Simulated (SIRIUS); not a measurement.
Runs of SIRIUS 7.10.0 on Si2W. The structure is tetragonal, space group I4/mmm (No. 139). The conventional cell has a = 3.214 Å, b = 3.214 Å, c = 7.830 Å, α = 90.00°, β = 90.00°, γ = 90.00°. W (site symmetry 4/mmm) has 10 Si at 2.62 Å as nearest neighbours. Si (site symmetry 4mm) is surrounded by 5 Si at 2.59 to 2.63 Å and 5 W at 2.62 Å. 

```csv
potentials or basis,cutoff (eV),radial cutoff for the potentials' integrals,gap on the mesh (eV),pressure (GPa),largest force (eV/Å)
JTH 2.0 PBE (PAW),557,-,none,3.1,0.03
SSSP 1.3.0 PBE efficiency,828,-,none,3.4,0.03
PseudoDojo 0.5 PBE standard (scalar relativistic),1030,6.5 bohr,none,3.3,0.03
SPMS 1.0 PBE (norm-conserving),1030,6.5 bohr,none,(a),0.03
PseudoDojo 0.5 PBE stringent (scalar relativistic),1030,6.5 bohr,none,3.3,0.03
```

Alike in all rows: task single point; level PBE; no spin polarisation; cell as given; k mesh 8 × 8 × 8; smearing fermi-dirac 0.05 eV.

Problem. Fill in the values left out.

Solution. (a) 3.2.

A k mesh can miss the band edges, and the runs leave out spin-orbit coupling on W.

A gap of «none» marks a metal or a gap under the smearing width.
